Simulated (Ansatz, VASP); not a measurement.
One calculation of BN, two programs

Contents of INCAR:

```
SYSTEM = BN
ALGO = Normal
EDIFF = 1E-7
EDIFFG = -0.002
ENCUT = 520
GGA = PS
IBRION = 2
ISIF = 2
ISMEAR = 0
LASPH = .TRUE.
LCHARG = .FALSE.
LREAL = .FALSE.
LWAVE = .FALSE.
NELM = 100
NSW = 60
PREC = Accurate
SIGMA = 0.02
```

File KPOINTS:

```
k-points
0
G
  9 9 6
  0 0 0
```

The input POSCAR:

```
BN
1.0
    2.5420668336      0.0000000000      0.0000000000
   -1.2710334168      2.2014944560      0.0000000000
    0.0000000000      0.0000000000      4.1606277790
B N
2 2
Direct
    0.3333333333      0.6666666667     -0.0003399502
    0.6666666667      0.3333333333      0.4996600498
    0.3333333333      0.6666666667      0.3743399502
    0.6666666667      0.3333333333      0.8743399502
```

Input for Ansatz:

```yaml
crystal:
  lattice:
    - [2.5420668336, 0.0, 0.0]
    - [-1.2710334168, 2.201494456, 0.0]
    - [0.0, 0.0, 4.160627779]
  atoms:
    - { symbol: B, position: [0.3333333333, 0.6666666667, -0.0003399502] }
    - { symbol: B, position: [0.6666666667, 0.3333333333, 0.4996600498] }
    - { symbol: "N", position: [0.3333333333, 0.6666666667, 0.3743399502] }
    - { symbol: "N", position: [0.6666666667, 0.3333333333, 0.8743399502] }
basis:
  ecutwfc: 420
kpoints:
  mp_grid: { grid: [9, 9, 6] }
hamiltonian:
  xc: pbesol
  pseudopotentials: { kind: paw, azcp: { folder: soft_1 } }
scf:
  occupations: { method: gaussian, width: 0.02 }
output:
  forces: true
  stress: true
  eigenvalues: true
relax:
  adjacent_minimum: "off"
  f_tol: 0.002
  max_steps: 40
```

Change from the starting cell: strained cell.

Alike in both runs: task relaxation of the atoms; functional PBEsol; k mesh 9 × 9 × 6; occupations gaussian, width 0.02 eV; no spin polarisation.

|  | VASP | Ansatz |
| --- | --- | --- |
| version | VASP 6.6.1 | Ansatz 0.2.0 |
| potentials or method | VASP PAW PBE potentials, release 64 (B, N) | scalar-relativistic, plane waves, PAW |
| plane-wave cutoff (eV) | 520 | 420 |
| valence electrons in the cell | 16 | 16 |

|  | VASP | Ansatz | Ansatz less VASP |
| --- | --- | --- | --- |
| gap on the k mesh at the Fermi level, each at its own relaxed structure (eV) | 4.98 | 5.00 | +0.013 |

Ansatz warned: «pseudo_functional_mismatch».

Caveats: the relaxation stopped at its first step, so nothing moved; an odd mesh through Γ misses points on the zone boundary, where band edges often lie.
